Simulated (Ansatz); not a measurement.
**Kick test of a cell of CdF2**

The cell was found from a structure generator's guess, not taken from experiment.

Theory: DFT PBE, scalar-relativistic, plane waves, PAW in Ansatz 0.2.0. Plane waves to 420 eV, a k mesh through Γ of 6×6×6 on the computed 6-atom cell and Gaussian smearing (0.02 eV); no spin polarisation.

The cell below (6 atoms, space group P4_2/mnm (No. 136)) is relaxed within its symmetry.

```
CELL_PARAMETERS angstrom
5.20137 0.00000 0.00000
0.00000 5.20137 0.00000
0.00000 0.00000 3.55141
ATOMIC_POSITIONS crystal
Cd 0.00000 0.00000 0.00000
Cd 0.50000 0.50000 0.50000
F 0.30679 0.30679 0.00000
F 0.19321 0.80679 0.50000
F 0.69321 0.69321 0.00000
F 0.80679 0.19321 0.50000
```

For the test a repeat of it with 12 atoms (edges 3.55, 5.20, 10.40 Å) was strained at random (σ = 1.5 % a component), the atoms were moved at random (σ = 0.10 Å), and all was relaxed again on a coarse 4×4×2 mesh (in the run’s order of axes) with 0.10 eV smearing, with no symmetry imposed.

Question: Does it come back?

Answer: It returns, within 1 meV/atom of the unmoved cell on that mesh and with the same symmetry when read at 0.1 Å (Pnnm at 0.01 Å, so small strains and shifts remain). No instability shows in this cell; modes of other wave vectors, which need another repeat, aren't tested.
